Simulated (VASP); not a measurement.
# Sm (I4/mmm) in VASP: a series of runs, part 2 of 2

VASP 6.6.1. The steps go on from the part before.

## 3. Single point, PBE, collinear spin, ferromagnetic start

File INCAR:

```
SYSTEM = Sm
PREC = Low
ENCUT = 460
EDIFF = 1E-6
ISMEAR = 1
SIGMA = 0.2
LREAL = .False.
LASPH = .True.
NELM = 100
ALGO = Normal
ISIF = 2
LWAVE = .False.
LCHARG = .False.
ISPIN = 2
MAGMOM = 5
LORBIT = 11
LMAXMIX = 6
GGA = PE
ADDGRID = .False.
```

File KPOINTS:

```
regular mesh
0
Gamma
  5 5 5
  0 0 0
```

File POSCAR:

```
Sm
1.0
   -1.8173030691      1.8173030691      2.5609871902
    1.8173030691     -1.8173030691      2.5609871902
    1.8173030691      1.8173030691     -2.5609871902
Sm
1
Direct
    0.0000000000      0.0000000000      0.0000000000
```

Potentials or basis: VASP PAW PBE potentials, release 64 (Sm).

Started as:

```sh
$ cat potpaw_PBE.64/Sm/POTCAR > POTCAR
$ mpirun -np 1 vasp_std > vasp.out
```

OUTCAR:

```text
SYSTEM = Sm
   PREC = Low
   ENCUT = 460
   EDIFF = 1E-6
   ISMEAR = 1
   LREAL = .False.
   LASPH = .True.
   NELM = 100
   ISIF = 2
   ISPIN = 2
   LORBIT = 11
   GGA = PE

 Found     18 irreducible k-points:

 Following reciprocal coordinates:
            Coordinates               Weight
  0.000000  0.000000  0.000000      1.000000
  0.200000  0.000000 -0.000000      8.000000
  0.400000  0.000000  0.000000      8.000000
  0.200000  0.200000 -0.000000      8.000000
  0.400000  0.200000 -0.000000     16.000000
 -0.400000  0.200000  0.000000     16.000000
   k-points           NKPTS =     18   k-points in BZ     NKDIM =     18   number of bands    NBANDS=     15
   number of dos      NEDOS =    301   number of ions     NIONS =      1
   total plane-waves  NPLWV =   8000
   dimension x,y,z NGX =    20 NGY =   20 NGZ =   20
   dimension x,y,z NGXF=    24 NGYF=   24 NGZF=   24
   ions per type =               1
   NGX,Y,Z   is equivalent  to a cutoff of   9.16,  9.16,  9.16 a.u.
   NGXF,Y,Z  is equivalent  to a cutoff of  11.00, 11.00, 11.00 a.u.
 SYSTEM =  Sm
   PREC   = low       normal or accurate (medium, high low for compatibility)
   ISTART =      0    job   : 0-new  1-cont  2-samecut
   ICHARG =      2    charge: 1-file 2-atom 10-const
   ISPIN  =      2    spin polarized calculation?
   LNONCOLLINEAR =      F non collinear calculations
   LSORBIT =      F    spin-orbit coupling
   LASPH  =      T    aspherical Exc in radial PAW
   ENCUT  =  460.0 eV  33.81 Ry    5.81 a.u.   6.34  6.34  6.34*2*pi/ulx,y,z
   NELM   =    100;   NELMIN=  2; NELMDL= -5     # of ELM steps
   EDIFF  = 0.1E-05   stopping-criterion for ELM
   LREAL  =      F    real-space projection
   EDIFFG = 0.1E-04   stopping-criterion for IOM
   NSW    =      0    number of steps for IOM
   IBRION =     -1    ionic relax: 0-MD 1-quasi-New 2-CG
   NFREE  =      0    steps in history (QN), initial steepest desc. (CG)
   ISIF   =      2    stress and relaxation
   ISYM   =      2    0-nonsym 1-usesym 2-fastsym
   POTIM  = 0.5000    time-step for ionic-motion
   TEBEG  =    0.0;   TEEND  =   0.0 temperature during run
   PSTRESS=    0.0 pullay stress
   NELECT =      16.0000    total number of electrons
   NUPDOWN=      -1.0000    fix difference up-down
   EMIN   =  10.00;   EMAX   =-10.00  energy-range for DOS
   EFERMI =   0.00;   METHOD = LEGACY
   ISMEAR =     1;   SIGMA  =   0.20  broadening in eV -4-tet -1-fermi 0-gaus
   EFERMI_NEDOS =   21; number of points for ismear=-14 and -15
   IALGO  =     38    algorithm
   IMIX   =      4    mixing-type and parameters
     AMIX     =   0.40;   BMIX     =  1.00
     AMIX_MAG =   1.60;   BMIX_MAG =  1.00
  volume/ion in A,a.u.               =      33.83       228.31
[... 131 lines left out ...]
      4     -16.2580      1.00000
      5       1.2434      1.00000
      6       2.5511      1.00004
      7       2.7074      1.00211
      8       2.7086      1.00217
      9       2.8111      1.01289
     10       2.8248      1.01549
     11       3.0908      0.83717
     12       3.0985      0.81346
     13       3.5623     -0.01044
     14       4.4178     -0.00000
     15       6.0557     -0.00000

 [... further k-points ...]

 spin component 2

 k-point     1 :       0.0000    0.0000    0.0000
  band No.  band energies     occupation
      1     -34.1649      1.00000
      2     -13.8986      1.00000
      3     -13.8986      1.00000
      4     -13.8978      1.00000
      5      -0.0534      1.00000
      6       6.1172     -0.00000
      7       6.2341     -0.00000
      8       6.2341     -0.00000
      9       6.2654     -0.00000
     10       6.7177     -0.00000
     11       6.7177     -0.00000
     12       6.7250     -0.00000
     13       7.3657      0.00000
     14       7.3657      0.00000
[... 77 lines left out ...]
      2     -14.7352      1.00000
      3     -14.1807      1.00000
      4     -14.1273      1.00000
      5       2.7040      1.00197
      6       4.3186     -0.00000
      7       5.2446     -0.00000
      8       6.6355     -0.00000
      9       6.7662     -0.00000
     10       6.8444     -0.00000
     11       6.9529     -0.00000
     12       6.9941     -0.00000
     13       7.1036     -0.00000
     14       7.2713      0.00000
     15       7.9438      0.00000

 [... further k-points ...]
[... 5 lines left out ...]
  --------------------------------------------------------------------------------------
  -------------------------------------------------------------------------------------
  Total        0.5498375      0.5498375      0.5641129      0.0000000      0.0000000      0.0000000
  in kB       26.0389107     26.0389107     26.7149581      0.0000000      0.0000000      0.0000000
  external PRESSURE =      26.2642598 kB  Pullay stress =       0.0000000 kB

 VOLUME and BASIS-vectors are now :
 -----------------------------------------------------------------------------
  energy-cutoff  :      460.00
  volume of cell :       33.83
      direct lattice vectors                 reciprocal lattice vectors
    -1.817303069  1.817303069  2.560987190     0.000000000  0.275132975  0.195237212
     1.817303069 -1.817303069  2.560987190     0.275132975  0.000000000  0.195237212
     1.817303069  1.817303069 -2.560987190     0.275132975  0.275132975  0.000000000

 POSITION                                       TOTAL-FORCE (eV/Angst)
 -----------------------------------------------------------------------------------
      0.00000      0.00000      0.00000         0.000000      0.000000      0.000000
 -----------------------------------------------------------------------------------
    total drift:                                0.000000      0.000000     -0.000000

  FREE ENERGIE OF THE ION-ELECTRON SYSTEM (eV)
  ---------------------------------------------------
  free  energy   TOTEN  =        -9.2898588684 eV

  energy  without entropy=       -9.2742843674  energy(sigma->0) =       -9.28466737

 total charge

# of ion       s       p       d       f       tot
--------------------------------------------------
    1        2.079   5.613   0.462   5.525  13.679

 magnetization (x)

# of ion       s       p       d       f       tot
--------------------------------------------------
    1        0.001  -0.051   0.313   5.521   5.784
```

OSZICAR:

```text
N       E                     dE             d eps       ncg     rms          rms(c)
DAV:   1     0.918468630956E+02    0.91847E+02   -0.55597E+03  1255   0.397E+03
DAV:   2     0.392994043759E+01   -0.87917E+02   -0.81107E+02  1455   0.265E+02
DAV:   3    -0.628352519331E+01   -0.10213E+02   -0.10006E+02  1661   0.960E+01
[... 15 lines left out ...]
DAV:  19    -0.928982210535E+01   -0.11045E-04   -0.52352E-05  2035   0.686E-02    0.303E-01
DAV:  20    -0.928982607169E+01   -0.39663E-05   -0.30100E-06  1367   0.334E-02    0.286E-01
DAV:  21    -0.928988475522E+01   -0.58684E-04   -0.14225E-04  1563   0.241E-01    0.330E-01
DAV:  22    -0.928986466673E+01    0.20088E-04   -0.16858E-04  1570   0.242E-01    0.181E-01
DAV:  23    -0.928985793895E+01    0.67278E-05   -0.68712E-05  1872   0.145E-01    0.878E-02
DAV:  24    -0.928985886836E+01   -0.92942E-06   -0.65602E-06  1635   0.411E-02
   1 F= -.92898589E+01 E0= -.92846674E+01  d E =-.155745E-01  mag=     6.7768
```

stdout:

```text
POSCAR found type information on POSCAR Sm
 POSCAR found :  1 types and       1 ions
 scaLAPACK will be used
 LDA part: xc-table for (Slater+PW92), standard interpolation
 POSCAR, INCAR and KPOINTS ok, starting setup
 FFT: planning ... GRIDC
 FFT: planning ... GRID_SOFT
 FFT: planning ... GRID
 WAVECAR not read
 entering main loop
```

It took 18 s on 1 thread of Intel Xeon Platinum 8488C (Sapphire Rapids), shared host; peak memory 0.13 GiB.

These settings aren't checked as converged: the numbers below hold their error.

Results:

```
Free energy                                           : -9.2899 eV
Pressure                                              : 2.6 GPa
Band gap on the k mesh                                : none (metal or under the smearing width)
Net moment                                            : 6.78 μB per cell
Site moments                                          : Sm +5.78 μB
Valence electrons inside the program's atomic spheres : Sm 13.68
```

Caveat: the k mesh is coarse (spacing up to 0.49 Å⁻¹), so the values aren't converged; the magnetic or orbital state may not be the lowest; spin-orbit coupling is left out, which moves the levels of the heavy elements.
